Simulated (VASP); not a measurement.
# Ca in VASP: reference runs

Aim: a first look at Ca with PBE, on the cell as given.

Program: VASP 6.6.1. These are calculated values, not measurements. Logs are shortened: lines on timing, memory, paths and dates and some standing lists are left out, and cuts for length are marked.

## (1) The cell of the first run

The cell holds a slab with vacuum, 4 atoms: a = 3.952 Å, b = 3.952 Å, c = 24.679 Å, α = 90.00°, β = 90.00°, γ = 120.00°.

The slab is cut from a database's or a generator's crystal, which needn't be the stable form of the element.

## (2) Single point, PBE (the (1 1 1) slab of Ca, cut from the database cell, not relaxed)

INCAR

```
PREC     = Accurate       # precision mode
ENCUT    = 520            # plane-wave cutoff, eV
EDIFF    = 1E-7           # SCF threshold, eV
ISMEAR   = -1             # smearing method
SIGMA    = 0.05           # smearing width, eV
LREAL    = False          # projectors in reciprocal space
LASPH    = True           # aspherical terms in the spheres
NELM     = 80             # most SCF steps
ALGO     = Normal         # electronic algorithm
ISIF     = 2              # what is computed and relaxed
LWAVE    = False          # write WAVECAR
LCHARG   = False          # write CHGCAR
LDIPOL   = True         
IDIPOL   = 3            
DIPOL    = 0.5 0.5 0.500
GGA      = PE             # functional
NBANDS   = 28             # bands
```

KPOINTS

```
regular mesh
0
Gamma
  8 8 1
```

POSCAR

```
Ca
1.0
    3.9515955360      0.0000000000      0.0000000000
   -1.9757977680      3.4221821196      0.0000000000
    0.0000000000      0.0000000000     24.6793927330
Ca
4
Direct
    0.6666666667      0.3333333333      0.3038972669
    0.3333333333      0.6666666667      0.4346324223
    0.0000000000      0.0000000000      0.5653675777
    0.6666666667      0.3333333333      0.6961027331
```

Potentials or basis: VASP PAW PBE potentials, release 64 (Ca_sv).

Run with:

```console
$ cat potpaw_PBE.64/Ca_sv/POTCAR > POTCAR
$ mpirun -np 1 vasp_std > vasp.out
```

OUTCAR:

```text
PREC = Accurate
   ENCUT = 520
   EDIFF = 1E-7
   ISMEAR = -1
   LREAL = False
   LASPH = True
   NELM = 80
   ISIF = 2
   GGA = PE

 ion  position               nearest neighbor table
   1  0.667  0.333  0.304-
   2  0.333  0.667  0.435-
   3  0.000  0.000  0.565-
   4  0.667  0.333  0.696-

  LATTYP: Found a hexagonal cell.
 ALAT       =     3.9515955360
 C/A-ratio  =     6.2454247931

  Lattice vectors:

 A1 = (   3.9515955360,   0.0000000000,   0.0000000000)
 A2 = (  -1.9757977680,   3.4221821196,   0.0000000000)
 A3 = (   0.0000000000,   0.0000000000,  24.6793927330)

Analysis of symmetry for initial positions (statically):
=====================================================================
 Subroutine PRICEL returns:
 Original cell was already a primitive cell.

 Routine SETGRP: Setting up the symmetry group for a
 hexagonal supercell.

 Subroutine GETGRP returns: Found 12 space group operations
 (whereof  6 operations were pure point group operations)
 out of a pool of 24 trial point group operations.

The static configuration has the point symmetry C_3v.
 The point group associated with its full space group is D_3d.

Analysis of symmetry for dynamics (positions and initial velocities):
=====================================================================
 Subroutine PRICEL returns:
 Original cell was already a primitive cell.

 Routine SETGRP: Setting up the symmetry group for a
 hexagonal supercell.

 Subroutine GETGRP returns: Found 12 space group operations
 (whereof  6 operations were pure point group operations)
 out of a pool of 24 trial point group operations.

The dynamic configuration has the point symmetry C_3v.
 The point group associated with its full space group is D_3d.

 Subroutine INISYM returns: Found 12 space group operations
 (whereof  6 operations are pure point group operations),
 and found     1 'primitive' translations

----------------------------------------------------------------------------------------

                                     Primitive cell

  volume of cell :     333.7414

  direct lattice vectors                    reciprocal lattice vectors
     3.951595536  0.000000000  0.000000000     0.253062337  0.146105608  0.000000000
    -1.975797768  3.422182120  0.000000000     0.000000000  0.292211216  0.000000000
     0.000000000  0.000000000 24.679392733     0.000000000  0.000000000  0.040519636

  length of vectors
     3.951595536  3.951595536 24.679392733     0.292211216  0.292211216  0.040519636

  position of ions in fractional coordinates (direct lattice)
     0.666666667  0.333333333  0.303897267
     0.333333333  0.666666667  0.434632422
     0.000000000  0.000000000  0.565367578
     0.666666667  0.333333333  0.696102733

  ion indices of the primitive-cell ions
   primitive index   ion index
                 1           1
                 2           2
                 3           3
                 4           4

----------------------------------------------------------------------------------------

 KPOINTS: regular mesh

Automatic generation of k-mesh.
 Grid dimensions read from file:
 generate k-points for:    8    8    1

 Generating k-lattice:

  Cartesian coordinates                     Fractional coordinates (reciprocal lattice)
     0.031632792  0.018263201  0.000000000     0.125000000  0.000000000  0.000000000
     0.000000000  0.036526402  0.000000000     0.000000000  0.125000000  0.000000000
     0.000000000  0.000000000  0.040519636     0.000000000  0.000000000  1.000000000

  Length of vectors
     0.036526402  0.036526402  0.040519636

  Shift w.r.t. Gamma in fractional coordinates (k-lattice)
     0.000000000  0.000000000  0.000000000

 Subroutine IBZKPT returns following result:
 ===========================================

 Found     10 irreducible k-points:

 Following reciprocal coordinates:
            Coordinates               Weight
  0.000000  0.000000  0.000000      1.000000
  0.125000  0.000000  0.000000      6.000000
  0.250000  0.000000  0.000000      6.000000
  0.375000  0.000000  0.000000      6.000000
  0.500000  0.000000  0.000000      3.000000
  0.125000  0.125000  0.000000      6.000000
  0.250000  0.125000  0.000000     12.000000
  0.375000  0.125000  0.000000     12.000000
  0.250000  0.250000  0.000000      6.000000
  0.375000  0.250000  0.000000      6.000000
   k-points           NKPTS =     10   k-points in BZ     NKDIM =     10   number of bands    NBANDS=     28
   number of dos      NEDOS =    301   number of ions     NIONS =      4
   total plane-waves  NPLWV = 172800
   dimension x,y,z NGX =    30 NGY =   30 NGZ =  192
   dimension x,y,z NGXF=    60 NGYF=   60 NGZF=  384
   ions per type =               4
   NGX,Y,Z   is equivalent  to a cutoff of  12.62, 12.62, 12.93 a.u.
   NGXF,Y,Z  is equivalent  to a cutoff of  25.24, 25.24, 25.87 a.u.
 SYSTEM =  unknown system
   PREC   = accura    normal or accurate (medium, high low for compatibility)
   ISTART =      0    job   : 0-new  1-cont  2-samecut
   ICHARG =      2    charge: 1-file 2-atom 10-const
   ISPIN  =      1    spin polarized calculation?
   LNONCOLLINEAR =      F non collinear calculations
   LSORBIT =      F    spin-orbit coupling
   LASPH  =      T    aspherical Exc in radial PAW
   ENCUT  =  520.0 eV  38.22 Ry    6.18 a.u.   7.35  7.35 45.89*2*pi/ulx,y,z
   NELM   =     80;   NELMIN=  2; NELMDL= -5     # of ELM steps
   EDIFF  = 0.1E-06   stopping-criterion for ELM
   LREAL  =      F    real-space projection
   EDIFFG = 0.1E-05   stopping-criterion for IOM
   NSW    =      0    number of steps for IOM
   IBRION =     -1    ionic relax: 0-MD 1-quasi-New 2-CG
   NFREE  =      0    steps in history (QN), initial steepest desc. (CG)
   ISIF   =      2    stress and relaxation
   ISYM   =      2    0-nonsym 1-usesym 2-fastsym
   POTIM  = 0.5000    time-step for ionic-motion
   TEBEG  =    0.0;   TEEND  =   0.0 temperature during run
   PSTRESS=    0.0 pullay stress
   NELECT =      40.0000    total number of electrons
   NUPDOWN=      -1.0000    fix difference up-down
   EMIN   =  10.00;   EMAX   =-10.00  energy-range for DOS
   EFERMI =   0.00;   METHOD = LEGACY
   ISMEAR =    -1;   SIGMA  =   0.05  broadening in eV -4-tet -1-fermi 0-gaus
   EFERMI_NEDOS =   21; number of points for ismear=-14 and -15
   IALGO  =     38    algorithm
   IMIX   =      4    mixing-type and parameters
     AMIX     =   0.40;   BMIX     =  1.00
     AMIX_MAG =   1.60;   BMIX_MAG =  1.00
  volume/ion in A,a.u.               =      83.44       563.05
  Fermi-wavevector in a.u.,A,eV,Ry     =   0.807157  1.525306  8.864233  0.651503
  Thomas-Fermi vector in A             =   1.915724
   LORBIT       =      0    0 simple, 1 ext, 2 COOP (PROOUT), +10 PAW based schemes
   GGA     = PE    functional components
   LHFCALC =     F    Hartree Fock is set to
   AEXX    =    0.0000 exact exchange contribution
   IVDW    =     0    specifies the selected vdW correction
   LEPSILON=     F    determine dielectric tensor
   LRPA    =     F    only Hartree local field effects (RPA)
 non-spin polarized calculation
  energy-cutoff  :      520.00
  volume of cell :      333.74
 maximum number of plane-waves:      9049
 NGX is ok and might be reduce to    30
   NGX = 15   NGY = 15   NGZ = 91

 dipolmoment           0.000000      0.000000     -0.000000 electrons x Angstroem

 number of electron      40.0000000 magnetization

 dipolmoment           0.000000      0.000000      0.000000 electrons x Angstroem

 Free energy of the ion-electron system (eV)
  ---------------------------------------------------
  ext. energy  EPLUGINS =         0.00000000
  ---------------------------------------------------
  free energy    TOTEN  =        -6.96307044 eV

  energy without entropy =       -6.92303245  energy(sigma->0) =       -6.94305144

 E-fermi :  -0.3488     XC(G=0):  -4.6553

 val. band max:       -0.3617523992   @ k =   0.5000   0.0000   0.0000
 cond. band min:      -0.2654170850   @ k =   0.1250   0.1250   0.0000
 fundamental gap:      0.0963353141
 Fermi energy:        -0.3487855212

 k-point     1 :       0.0000    0.0000    0.0000
  band No.  band energies     occupation
      1     -42.8247      2.00000
      2     -42.8247      2.00000
      3     -42.4263      2.00000
      4     -42.4205      2.00000
      5     -23.8609      2.00000
      6     -23.8607      2.00000
[... 20 lines left out ...]
     27       1.7609      0.00000
     28       1.7770      0.00000

 k-point     2 :       0.1250    0.0000    0.0000
  band No.  band energies     occupation
      1     -42.8236      2.00000
      2     -42.8236      2.00000
      3     -42.4250      2.00000
      4     -42.4196      2.00000
      5     -23.8590      2.00000
      6     -23.8588      2.00000
[... 20 lines left out ...]
     27       1.6338      0.00000
     28       1.8152      0.00000

 k-point     3 :       0.2500    0.0000    0.0000
  band No.  band energies     occupation
      1     -42.8209      2.00000
      2     -42.8209      2.00000
      3     -42.4218      2.00000
      4     -42.4174      2.00000
      5     -23.8543      2.00000
      6     -23.8542      2.00000
[... 20 lines left out ...]
     27       1.3229      0.00000
     28       1.7028      0.00000

 k-point     4 :       0.3750    0.0000    0.0000
  band No.  band energies     occupation
      1     -42.8182      2.00000
      2     -42.8182      2.00000
      3     -42.4183      2.00000
      4     -42.4155      2.00000
      5     -23.8497      2.00000
      6     -23.8496      2.00000
[... 20 lines left out ...]
     27       1.1757      0.00000
     28       1.6847      0.00000

 k-point     5 :       0.5000    0.0000    0.0000
  band No.  band energies     occupation
      1     -42.8171      2.00000
      2     -42.8171      2.00000
      3     -42.4167      2.00000
      4     -42.4148      2.00000
      5     -23.8478      2.00000
      6     -23.8477      2.00000
[... 20 lines left out ...]
     27       1.0710      0.00000
     28       1.5804      0.00000

 k-point     6 :       0.1250    0.1250    0.0000
  band No.  band energies     occupation
      1     -42.8217      2.00000
      2     -42.8217      2.00000
      3     -42.4227      2.00000
      4     -42.4181      2.00000
      5     -23.8557      2.00000
      6     -23.8556      2.00000
[... 20 lines left out ...]
     27       1.3834      0.00000
     28       1.6734      0.00000

 k-point     7 :       0.2500    0.1250    0.0000
  band No.  band energies     occupation
      1     -42.8190      2.00000
      2     -42.8190      2.00000
      3     -42.4194      2.00000
      4     -42.4160      2.00000
      5     -23.8510      2.00000
      6     -23.8510      2.00000
[... 20 lines left out ...]
     27       1.2038      0.00000
     28       1.7218      0.00000

 k-point     8 :       0.3750    0.1250    0.0000
  band No.  band energies     occupation
      1     -42.8171      2.00000
      2     -42.8171      2.00000
      3     -42.4167      2.00000
      4     -42.4148      2.00000
      5     -23.8478      2.00000
      6     -23.8477      2.00000
[... 20 lines left out ...]
     27       1.0341      0.00000
     28       1.4697      0.00000

 k-point     9 :       0.2500    0.2500    0.0000
  band No.  band energies     occupation
      1     -42.8171      2.00000
      2     -42.8171      2.00000
      3     -42.4167      2.00000
      4     -42.4148      2.00000
      5     -23.8477      2.00000
      6     -23.8477      2.00000
[... 20 lines left out ...]
     27       0.9634      0.00000
     28       1.3634      0.00000

 k-point    10 :       0.3750    0.2500    0.0000
  band No.  band energies     occupation
      1     -42.8163      2.00000
      2     -42.8163      2.00000
      3     -42.4154      2.00000
      4     -42.4146      2.00000
      5     -23.8464      2.00000
      6     -23.8464      2.00000
[... 20 lines left out ...]
     27       0.6963      0.00000
     28       1.0608      0.00000

------------------------ aborting loop because EDIFF is reached ----------------------------------------

 vacuum level on the upper side and lower side of the slab       (xc-potential included)        -0.269        -0.269

  FORCE on cell =-STRESS in cart. coord.  units (eV):
  Direction    XX          YY          ZZ          XY          YZ          ZX
  --------------------------------------------------------------------------------------
  -------------------------------------------------------------------------------------
  Total       -0.5407178     -0.5407178     -1.0203099      0.0000000      0.0000000      0.0000000
  in kB       -2.5957995     -2.5957995     -4.8981559      0.0000000      0.0000000      0.0000000
  external PRESSURE =      -3.3632516 kB  Pullay stress =       0.0000000 kB

 VOLUME and BASIS-vectors are now :
 -----------------------------------------------------------------------------
  energy-cutoff  :      520.00
  volume of cell :      333.74
      direct lattice vectors                 reciprocal lattice vectors
     3.951595536  0.000000000  0.000000000     0.253062337  0.146105608  0.000000000
    -1.975797768  3.422182120  0.000000000     0.000000000  0.292211216  0.000000000
     0.000000000  0.000000000 24.679392733     0.000000000  0.000000000  0.040519636

 POSITION                                       TOTAL-FORCE (eV/Angst)
 -----------------------------------------------------------------------------------
      1.97580      1.14073      7.50000        -0.000000      0.000000      0.124522
     -0.00000      2.28145     10.72646         0.000000      0.000000     -0.065841
      0.00000      0.00000     13.95293        -0.000000      0.000000      0.065841
      1.97580      1.14073     17.17939         0.000000      0.000000     -0.124522
 -----------------------------------------------------------------------------------
    total drift:                               -0.000000      0.000000     -0.000000

  FREE ENERGIE OF THE ION-ELECTRON SYSTEM (eV)
  ---------------------------------------------------
  free  energy   TOTEN  =        -6.9630704394 eV

  energy  without entropy=       -6.9230324461  energy(sigma->0) =       -6.94305144

 vacuum level on the upper side and lower side of the slab         2.373         2.373
```

It took 2.7 min on 1 thread of AMD EPYC 7R43 (Zen 3), shared host; peak memory 0.38 GiB.

What came out:

| Property | Result |
| --- | --- |
| Free energy | -6.9631 eV |
| Largest force | 0.125 eV/Å |
| Band gap on the k mesh | none (metal or under the smearing width) |

Forces on the atoms (eV/Å):
```
Ca   0.000  0.000  0.125
Ca   0.000  0.000 -0.066
Ca   0.000  0.000  0.066
Ca   0.000  0.000 -0.125
```
